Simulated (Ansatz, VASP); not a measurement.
## One calculation of Re, two programs

Contents of INCAR:

```
SYSTEM = Re
AGGAC = 1.0 ; AGGAX = 1.0
ALDAC = 0.0 ; ALDAX = 1.0
ALGO = Normal ; EDIFF = 1E-6
ENCUT = 520 ; GGA = B5
ISIF = 2 ; ISMEAR = -1
LASPH = .True. ; LCHARG = .True.
LELF = .True. ; LREAL = .False.
LVHAR = .True. ; LWAVE = .False.
NBANDS = 10 ; NELM = 60
PREC = Accurate ; SIGMA = 0.1
```

File KPOINTS:

```
k-points
0
Gamma
  16 16 16
  0 0 0
```

POSCAR

```
Re
1.0
   -1.6184821846      1.6184821846      1.6184821846
    1.6184821846     -1.6184821846      1.6184821846
    1.6184821846      1.6184821846     -1.6184821846
Re
1
Direct
    0.0000000000      0.0000000000      0.0000000000
```

Input for Ansatz:

```yaml
crystal:
  lattice:
    - [-1.6184821846, 1.6184821846, 1.6184821846]
    - [1.6184821846, -1.6184821846, 1.6184821846]
    - [1.6184821846, 1.6184821846, -1.6184821846]
  atoms:
    - { symbol: Re, position: [0.0, 0.0, 0.0] }
hamiltonian:
  xc: blyp
  pseudopotentials:
    kind: paw
    azcp:
      Re: "pseudopotentials/Re.paw.azcp"
basis:
  ecutwfc: 420
  fft_grid_basis: typed
kpoints:
  mp_grid: { grid: [16, 16, 16], shift: [0, 0, 0] }
magnetization:
  spin_polarized: false
scf:
  occupations: { method: fermi_dirac, width: 0.1 }
  lower_state_search: "off"
output:
  stress: true
```

Alike in both runs: task single point; functional BLYP; k mesh 16 × 16 × 16; occupations fermi-dirac, width 0.1 eV; no spin polarisation.

|  | VASP | Ansatz |
| --- | --- | --- |
| version | VASP 6.6.1 | Ansatz 0.2.0 |
| potentials or method | VASP PAW PBE potentials, release 64 (Re) | plane waves (420 eV) with PAW, scalar-relativistic |
| plane-wave cutoff (eV) | 520 | 420 |
| valence electrons in the cell | 7 | 15 |

Ansatz gave:

- pressure (GPa): -20.0

Problem. What did VASP give for the same quantities?

Solution. Pressure (GPa): -18.9.

The two sets of potentials don't hold the same shells in valence.

Caveats: so large a pressure means that the cell lies far from this level's equilibrium, or that cutoff or potentials fall short (VASP); the potentials were made for another functional, which shifts forces and pressure (VASP). The runs have no spin-orbit coupling, so splittings on Re are missing.
